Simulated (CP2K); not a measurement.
Wanted: the native input for a CP2K 2026.2 run.

- Task: atomic charges
- Functional: RPBE
- Dispersion: D4
- Potentials or basis: POTENTIAL_UZH Si GTH-PBE-q4; TZVP-MOLOPT-PBE-GTH basis
- Density cutoff: 6123 eV
- k mesh: 11 × 11 × 11
- Occupations: gaussian, width 0.05 eV
- Spin: no spin polarisation
- SCF solver: diagonalisation with k points
- Quickstep method: GPW
- EPS_DEFAULT: 1.0E-10
- EPS_SCF: 1.0E-6
- MAX_SCF: 100
- SCF_GUESS: ATOMIC
- k points reduced by the point group: yes
- Mesh centred on Gamma: yes
- CHOLESKY: OFF
- EPS_EIGVAL: 1.0E-7
- MIXING METHOD: BROYDEN_MIXING
- MIXING ALPHA: 0.4
- NBUFFER: 8
- NGRIDS: 5
- Basis sets: Si TZVP-MOLOPT-PBE-GTH-q4
- Potentials: Si GTH-PBE-q4 of POTENTIAL_UZH
- ADDED_MOS: [10]
- Hirshfeld SHAPE_FUNCTION: GAUSSIAN
- VORONOI_RADII: VDW
- REL_CUTOFF (Ry): 60 Ry
- MIXING BETA (1/bohr): 1.5 1/bohr
- CUTOFF of the grids: 450 Ry
- Cutoff radius of the dispersion sum (A): 20

The system is Si.

```
Si
1.0
     3.60746    0.00000    0.00000
    -2.62785    2.47147    0.00000
    -0.48980   -1.23573    3.35363
Si
2
Direct
  0.51608 0.48677 0.03446
  0.19606 0.74281 0.49188
```

This isn't the form of Si at room conditions, which is diamond.

The cell isn't the ideal one: atoms moved at random, drawn with an rms of 0.15 Å.

One way to write it, as run:

si_charges.inp

```
&GLOBAL
  PROJECT si_charges
  RUN_TYPE ENERGY_FORCE
  PRINT_LEVEL LOW
&END GLOBAL
&FORCE_EVAL
  METHOD QS
  STRESS_TENSOR ANALYTICAL
  &DFT
    BASIS_SET_FILE_NAME BASIS_MOLOPT_UZH
    POTENTIAL_FILE_NAME POTENTIAL_UZH
    &MGRID
      CUTOFF 450
      REL_CUTOFF 60
      NGRIDS 5
    &END MGRID
    &QS
      METHOD GPW
      EPS_DEFAULT 1.0E-10
    &END QS
    &KPOINTS
      SCHEME MONKHORST-PACK 11 11 11
      GAMMA_CENTERED T
      SYMMETRY T
      SYMMETRY_BACKEND SPGLIB
    &END KPOINTS
    &SCF
      SCF_GUESS ATOMIC
      EPS_SCF 1.0E-6
      MAX_SCF 100
      ADDED_MOS 10
      CHOLESKY OFF
      EPS_EIGVAL 1.0E-7
      &DIAGONALIZATION ON
        ALGORITHM STANDARD
      &END DIAGONALIZATION
      &MIXING ON
        METHOD BROYDEN_MIXING
        ALPHA 0.4
        BETA 1.5
        NBUFFER 8
      &END MIXING
      &SMEAR ON
        METHOD GAUSSIAN
        SIGMA [eV] 0.05
      &END SMEAR
    &END SCF
    &XC
      &XC_FUNCTIONAL
        &GGA_X_RPBE
        &END GGA_X_RPBE
        &GGA_C_PBE
        &END GGA_C_PBE
      &END XC_FUNCTIONAL
      &VDW_POTENTIAL
        POTENTIAL_TYPE PAIR_POTENTIAL
        &PAIR_POTENTIAL
          TYPE DFTD4
          REFERENCE_FUNCTIONAL RPBE
          D4_CUTOFF 20
        &END PAIR_POTENTIAL
      &END VDW_POTENTIAL
    &END XC
    &PRINT
      &KPOINTS ON
      &END KPOINTS
      &MULLIKEN ON
      &END MULLIKEN
      &MO ON
        ENERGIES T
        OCCUPATION_NUMBERS T
        &EACH
          QS_SCF 0
        &END EACH
        ADD_LAST NUMERIC
      &END MO
      &LOWDIN ON
      &END LOWDIN
      &HIRSHFELD ON
        SHAPE_FUNCTION GAUSSIAN
      &END HIRSHFELD
      &VORONOI ON
        VORONOI_RADII VDW
      &END VORONOI
    &END PRINT
  &END DFT
  &SUBSYS
    &CELL
      ABC 3.6074588965 3.6074588965 3.6074588965
      ALPHA_BETA_GAMMA 97.8034512246 97.8034512238 136.7565671586
      PERIODIC XYZ
    &END CELL
    &COORD
      SCALED
      Si  0.5160830000 0.4867660000 0.0344560000
      Si  0.1960600000 0.7428080000 0.4918760000
    &END COORD
    &KIND Si
      BASIS_SET TZVP-MOLOPT-PBE-GTH-q4
      POTENTIAL GTH-PBE-q4
    &END KIND
    &PRINT
      &ATOMIC_COORDINATES ON
      &END ATOMIC_COORDINATES
      &CELL ON
      &END CELL
    &END PRINT
  &END SUBSYS
  &PRINT
    &FORCES ON
    &END FORCES
    &STRESS_TENSOR ON
    &END STRESS_TENSOR
  &END PRINT
&END FORCE_EVAL
```

Potentials or basis: POTENTIAL_UZH Si GTH-PBE-q4; TZVP-MOLOPT-PBE-GTH basis.

Launch:

```sh
$ OMP_NUM_THREADS=1 cp2k.psmp -i si_charges.inp -o si_charges.out
```

Results of the run:

```
Pressure               : -0.7 GPa
Largest force          : 2.637 eV/Å
Band gap on the k mesh : none (metal or under the smearing width)
```

Caveat: the potentials were made for another functional, which shifts forces and pressure; the basis of atomic orbitals isn't converged, which shifts pressures, moduli and gaps; pairwise dispersion overbinds metals, which lowers pressure and volume.

Wall time 92 s on 1 thread of Intel(R) Xeon(R) Platinum 8488C (Sapphire Rapids), on a shared host, peak memory 0.4 GiB.
